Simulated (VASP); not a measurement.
**N: single point with PBE**

Crystal: N.

```
CELL_PARAMETERS angstrom
5.64900 0.00000 0.00000
0.00000 5.64900 0.00000
0.00000 0.00000 5.64900
ATOMIC_POSITIONS crystal
N 0.03000 0.03000 0.03000
N 0.47000 0.97000 0.53000
N 0.53000 0.47000 0.97000
N 0.97000 0.53000 0.47000
```

| Item | Value |
| --- | --- |
| Program | VASP 6.6.1 |
| Task | single point |
| Functional | PBE |
| Potentials or basis | VASP PAW PBE potentials, release 64 (N) |
| Cutoff | 520 eV |
| k mesh | 4 × 4 × 4 |
| Occupations | gaussian, width 0.1 eV |
| Spin | no spin polarisation |
| Dipole correction | no |
| Further INCAR settings | ALGO = Normal; EDIFF = 1e-06; NBANDS = 18 |

* Pressure: -3.9 GPa
* Largest force: 0.360 eV/Å
* Band gap on the k mesh: none (metal or under the smearing width)

Forces on the atoms (eV/Å):
```
N    0.208  0.208  0.208
N   -0.208 -0.208  0.208
N    0.208 -0.208 -0.208
N   -0.208  0.208 -0.208
```

Levels at points of the mesh, in eV from the Fermi level:
```
           k point  band 6  band 7  band 8  band 9  band 10  band 11  band 12  band 13  band 14  band 15
(0.00, 0.00, 0.00)   -0.45   -0.45   -0.01   -0.01    -0.01     0.02     0.02     0.07     0.26     0.26
(0.50, 0.00, 0.00)   -0.29   -0.25   -0.25   -0.15    -0.15     0.03     0.03     0.15     0.15     0.16
(0.50, 0.50, 0.00)   -0.37   -0.30   -0.30   -0.13    -0.13     0.01     0.01     0.19     0.19     0.23
(0.50, 0.50, 0.50)   -0.54   -0.54   -0.54    0.17     0.17     0.17     0.17     0.19     0.19     0.19
```

It took 12 s on 1 thread of Intel(R) Xeon(R) 6975P-C (Granite Rapids), with other jobs on the host, peak memory 0.25 GiB.
